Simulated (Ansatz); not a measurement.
The system is La.

```
CELL_PARAMETERS angstrom
-2.12383 2.12383 2.12383
2.12383 -2.12383 2.12383
2.12383 2.12383 -2.12383
ATOMIC_POSITIONS crystal
La 0.00000 0.00000 0.00000
```

This isn't the form of La at room conditions, which is double hcp.

* Program: Ansatz 0.2.0
* Task: relaxation of cell and atoms
* Functional: PBEsol
* Potentials or basis: Ansatz PAW
* Cutoff: 420 eV (not typed: the program's choice for these potentials)
* k mesh: 9 × 9 × 9
* Occupations: fermi-dirac, width 0.05 eV
* Spin: no spin polarisation

At the start: volume 38.32 Å³/atom.

**Question.** How do energy, volume and symmetry change on relaxing?

**Answer.** It ends after 5 steps and the volume is 34.49 Å³/atom (-10.0 %); space group Im-3m (No. 229, to 0.05 Å).

Step by step:
```tsv
step	energy change (eV)	largest force (eV/Å)	volume (Å³)
1	0.0000	0.0000	38.32
2	-0.0276	0.0000	35.99
3	-0.0331	0.0000	34.29
4	-0.0332	0.0000	34.49
5	-0.0331	0.0000	34.49
```

Final structure:
```
La
1.0
    -2.05060    2.05060    2.05060
     2.05060   -2.05060    2.05060
     2.05060    2.05060   -2.05060
La
1
Direct
  0.00000 0.00000 0.00000
```

Caveat: the plane-wave basis is chosen anew once the cell has moved, so the energies of steps on either side of that aren't comparable; the PAW data sets come from PBE, with cores solved anew for the run's functional, which leaves a small shift of forces and pressure.
